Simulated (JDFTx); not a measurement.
# PbS (Cmcm) in JDFTx: band structure with PBEsol

Aim: the band structure of PbS with PBEsol.

All numbers are computed with JDFTx 1.7.0 (patched build); they aren't measurements. Logs are shortened: lines on timing, memory, paths and dates and some standing lists are left out, and cuts for length are marked. The log counts tension as positive stress, the text compression.

### Step 1. The crystal as given

The structure is orthorhombic, space group Cmcm (No. 63). Conventional cell: a = 4.160 Å, b = 11.983 Å, c = 4.279 Å, α = 90.00°, β = 90.00°, γ = 90.00°. Around Pb (site symmetry m2m) lie 5 S at 2.69 to 2.99 Å. S (site symmetry m2m) has 5 Pb at 2.69 to 2.99 Å as nearest neighbours.

Measurements of this composition are mostly on another form, of space group No. 225.

### Step 2. Band structure, PBEsol

The input, bands.in:

```
lattice \
    2.0799526950     2.0799526950     0.0000000000 \
   -5.9912968650     5.9912968650     0.0000000000 \
    0.0000000000     0.0000000000     4.2793209400
latt-scale 1.889726124626 1.889726124626 1.889726124626
coords-type Lattice
ion Pb     0.1305633500     0.8694366500     0.2500000000 1
ion Pb     0.8694366500     0.1305633500     0.7500000000 1
ion S      0.3547970900     0.6452029100     0.2500000000 1
ion S      0.6452029100     0.3547970900     0.7500000000 1

ion-species pseudo/Pb.upf
ion-species pseudo/S.upf
elec-cutoff 28 224
elec-ex-corr gga-PBEsol
elec-smearing Fermi 0.0018374661
elec-n-bands 27
electronic-minimize nIterations 30 energyDiffThreshold 1e-06
davidson-band-ratio 1.3
forces-output-coords Cartesian
include path.kpoints
symmetries none
fix-electron-density run.$VAR

dump-name bands.$VAR
dump End Ecomponents EigStats BandEigs Kpoints Forces
```

The input, path.kpoints:

```
kpoint +0.0000000000 +0.0000000000 +0.0000000000 0.020000000000
kpoint +0.0560260848 +0.0560260848 +0.0000000000 0.020000000000
kpoint +0.1120521697 +0.1120521697 +0.0000000000 0.020000000000
kpoint +0.1680782545 +0.1680782545 +0.0000000000 0.020000000000
kpoint +0.2241043394 +0.2241043394 +0.0000000000 0.020000000000
kpoint +0.2801304242 +0.2801304242 +0.0000000000 0.020000000000
kpoint +0.0000000000 +0.5000000000 +0.0000000000 0.020000000000
kpoint +0.0000000000 +0.5000000000 +0.1250000000 0.020000000000
kpoint +0.0000000000 +0.5000000000 +0.2500000000 0.020000000000
kpoint +0.0000000000 +0.5000000000 +0.3750000000 0.020000000000
kpoint +0.0000000000 +0.5000000000 +0.5000000000 0.020000000000
kpoint +0.2801304242 +0.2801304242 +0.5000000000 0.020000000000
kpoint +0.2241043394 +0.2241043394 +0.5000000000 0.020000000000
kpoint +0.1680782545 +0.1680782545 +0.5000000000 0.020000000000
kpoint +0.1120521697 +0.1120521697 +0.5000000000 0.020000000000
kpoint +0.0560260848 +0.0560260848 +0.5000000000 0.020000000000
kpoint +0.0000000000 +0.0000000000 +0.5000000000 0.020000000000
kpoint +0.0000000000 +0.0000000000 +0.3750000000 0.020000000000
kpoint +0.0000000000 +0.0000000000 +0.2500000000 0.020000000000
kpoint +0.0000000000 +0.0000000000 +0.1250000000 0.020000000000
kpoint +0.0000000000 +0.0000000000 +0.0000000000 0.020000000000
kpoint -0.1666666667 +0.1666666667 +0.0000000000 0.020000000000
kpoint -0.3333333333 +0.3333333333 +0.0000000000 0.020000000000
kpoint -0.5000000000 +0.5000000000 +0.0000000000 0.020000000000
kpoint -0.4450326060 +0.5549673940 +0.0000000000 0.020000000000
kpoint -0.3900652121 +0.6099347879 +0.0000000000 0.020000000000
kpoint -0.3350978181 +0.6649021819 +0.0000000000 0.020000000000
kpoint -0.2801304242 +0.7198695758 +0.0000000000 0.020000000000
kpoint -0.2801304242 +0.7198695758 +0.1000000000 0.020000000000
kpoint -0.2801304242 +0.7198695758 +0.2000000000 0.020000000000
kpoint -0.2801304242 +0.7198695758 +0.3000000000 0.020000000000
kpoint -0.2801304242 +0.7198695758 +0.4000000000 0.020000000000
kpoint -0.2801304242 +0.7198695758 +0.5000000000 0.020000000000
kpoint -0.3241043394 +0.6758956606 +0.5000000000 0.020000000000
kpoint -0.3680782545 +0.6319217455 +0.5000000000 0.020000000000
kpoint -0.4120521697 +0.5879478303 +0.5000000000 0.020000000000
kpoint -0.4560260848 +0.5439739152 +0.5000000000 0.020000000000
kpoint -0.5000000000 +0.5000000000 +0.5000000000 0.020000000000
kpoint -0.5000000000 +0.5000000000 +0.4285714286 0.020000000000
kpoint -0.5000000000 +0.5000000000 +0.3571428571 0.020000000000
kpoint -0.5000000000 +0.5000000000 +0.2857142857 0.020000000000
kpoint -0.5000000000 +0.5000000000 +0.2142857143 0.020000000000
kpoint -0.5000000000 +0.5000000000 +0.1428571429 0.020000000000
kpoint -0.5000000000 +0.5000000000 +0.0714285714 0.020000000000
kpoint -0.5000000000 +0.5000000000 +0.0000000000 0.020000000000
kpoint +0.0000000000 +0.0000000000 +0.5000000000 0.020000000000
kpoint -0.1250000000 +0.1250000000 +0.5000000000 0.020000000000
kpoint -0.2500000000 +0.2500000000 +0.5000000000 0.020000000000
kpoint -0.3750000000 +0.3750000000 +0.5000000000 0.020000000000
kpoint -0.5000000000 +0.5000000000 +0.5000000000 0.020000000000
```

Potentials or basis: PseudoDojo-SR-PBEsol-0.4.1-standard.

Run with:

```
jdftx -c 1 -i bands.in -o bands.out
```

The program printed:

```text
*************** JDFTx 1.7.0 (patched build) ***************

Input parsed successfully to the following command list (including defaults):
[... the input with its defaults ...]

---------- Initializing the Grid ----------
R =
[      3.93054      3.93054            0  ]
[     -11.3219      11.3219            0  ]
[            0            0      8.08674  ]
unit cell volume = 719.74
G =
[   0.799277  -0.277479          0  ]
[   0.799277   0.277479         -0  ]
[         -0          0   0.776973  ]
Minimum fftbox size, Smin = [  84  84  56  ]
Chosen fftbox size, S = [  84  84  56  ]

---------- Initializing tighter grid for wavefunction operations ----------
R =
[      3.93054      3.93054            0  ]
[     -11.3219      11.3219            0  ]
[            0            0      8.08674  ]
unit cell volume = 719.74
G =
[   0.799277  -0.277479          0  ]
[   0.799277   0.277479         -0  ]
[         -0          0   0.776973  ]
Minimum fftbox size, Smin = [  60  60  40  ]
Chosen fftbox size, S = [  60  60  40  ]

---------- Exchange Correlation functional ----------
Initalized PBEsol GGA exchange.
Initalized PBEsol GGA correlation.

---------- Setting up pseudopotentials ----------
Width of ionic core gaussian charges (only for fluid interactions / plotting) set to 0

Reading pseudopotential file 'pseudo/Pb.upf':
  'Pb' pseudopotential, 'PBESOL' functional
  Generated using ONCVPSP code by D. R. Hamann
  14 valence electrons, 3 orbitals, 6 projectors, 1001 radial grid points, with lMax = 2
    5D    l: 2   occupation: 10.0   eigenvalue: -0.777665
    6S    l: 0   occupation:  2.0   eigenvalue: -0.444510
    6P    l: 1   occupation:  2.0   eigenvalue: -0.129233
  Core radius for overlap checks: 2.30 bohrs.

Reading pseudopotential file 'pseudo/S.upf':
  'S' pseudopotential, 'PBESOL' functional
  Generated using ONCVPSP code by D. R. Hamann
  6 valence electrons, 2 orbitals, 6 projectors, 1001 radial grid points, with lMax = 2
    3S    l: 0   occupation:  2.0   eigenvalue: -0.631879
    3P    l: 1   occupation:  4.0   eigenvalue: -0.256451
  Core radius for overlap checks: 1.58 bohrs.

Initialized 2 species with 4 total atoms.

Folded 50 k-points by 1x1x1 to 50 k-points.

---------- Setting up k-points, bands, fillings ----------
No reducable k-points.
Computing the number of bands and number of electrons
Calculating initial fillings.
nElectrons:  40.000000   nBands: 27   nStates: 50

----- Setting up reduced wavefunction bases (one per k-point) -----
average nbasis = 5093.560 , ideal nbasis = 5093.388

---------- Setting up ewald sum ----------
Optimum gaussian width for ewald sums = 2.837649 bohr.
Real space sum over 1331 unit cells with max indices [  5  5  5  ]
Reciprocal space sum over 3757 terms with max indices [  8  8  6  ]

---------- Allocating electronic variables ----------
Reading n from file 'run.n' ... done
Initializing wave functions:  linear combination of atomic orbitals
Note: number of bands (27) exceeds available atomic orbitals (26)

----------- Band structure minimization -------------
Minimization will be done independently for each quantum number.

---- Minimization of quantum number:     0  [ +0.0000000 +0.0000000 +0.0000000 ]  0.040000000 ----
BandDavidson: Iter:   0  Eband: +0.068469987440819
BandDavidson: Iter:   1  Eband: +0.054444505583020  dEband: -1.402548e-02
BandDavidson: Iter:   2  Eband: +0.046852452456151  dEband: -7.592053e-03
BandDavidson: Iter:   3  Eband: +0.045844843142055  dEband: -1.007609e-03
[... 766 lines of inner loops ...]
BandDavidson: Iter:  10  Eband: +0.034292514419658  dEband: -1.850825e-06
BandDavidson: Iter:  11  Eband: +0.034291623392234  dEband: -8.910274e-07
BandDavidson: Converged (dEband<1.000000e-06)
	FillingsUpdate:  mu: +0.299605714  nElectrons: 40.000000

Dumping 'bands.eigStats' ...
	eMin: -0.320273 at state 20 ( [ +0.000000 +0.000000 +0.000000 ] spin 0 )
	HOMO: +0.281626 at state 39 ( [ +0.500000 +0.500000 +0.357143 ] spin 0 )
	mu  : +0.299606
	LUMO: +0.319501 at state 24 ( [ -0.445033 -0.445033 +0.000000 ] spin 0 )
	eMax: +0.632299 at state 16 ( [ +0.000000 +0.000000 +0.500000 ] spin 0 )
	HOMO-LUMO gap: +0.037875
	Optical gap  : +0.041532 at state 39 ( [ +0.500000 +0.500000 +0.357143 ] spin 0 )
Done!
[note: mu, HOMO and LUMO in a band run belong to the points of the path alone and aren't those of the crystal]
```

Run time: 90 s. Hardware: 1 thread of Arm Neoverse V2, shared host; peak memory 0.2 GiB.

Results:

- Band gap along the path: 1.03 eV, indirect (least direct gap 1.13 eV)

Levels at the corners of the path, in eV from the valence-band top:
```csv
point,band 17,band 18,band 19,band 20,band 21,band 22,band 23,band 24
Γ,-2.42,-1.69,-1.50,-0.51,4.55,4.56,4.79,5.49
X,-1.38,-1.26,-0.73,-0.28,1.53,1.71,1.99,2.59
S,-1.38,-1.20,-0.42,-0.42,1.66,1.76,2.12,2.86
R,-3.18,-3.18,-1.47,-1.47,3.30,3.30,5.17,5.17
A,-2.83,-2.83,-1.50,-1.50,3.12,3.12,5.57,5.57
Z,-1.15,-1.15,-0.16,-0.16,1.70,1.70,2.68,2.68
Γ,-2.42,-1.69,-1.50,-0.51,4.55,4.56,4.79,5.49
Y,-1.98,-1.90,-1.33,-0.50,1.04,4.37,4.66,4.82
X1,-1.38,-1.26,-0.73,-0.28,1.53,1.71,1.99,2.59
A1,-2.83,-2.83,-1.50,-1.50,3.12,3.12,5.57,5.57
T,-1.25,-1.25,-0.54,-0.54,1.58,1.58,3.10,3.10
Y,-1.98,-1.90,-1.33,-0.50,1.04,4.37,4.66,4.82
Z,-1.15,-1.15,-0.16,-0.16,1.70,1.70,2.68,2.68
T,-1.25,-1.25,-0.54,-0.54,1.58,1.58,3.10,3.10
```

Caveat: spin-orbit coupling is left out, which moves the levels of the heavy elements.
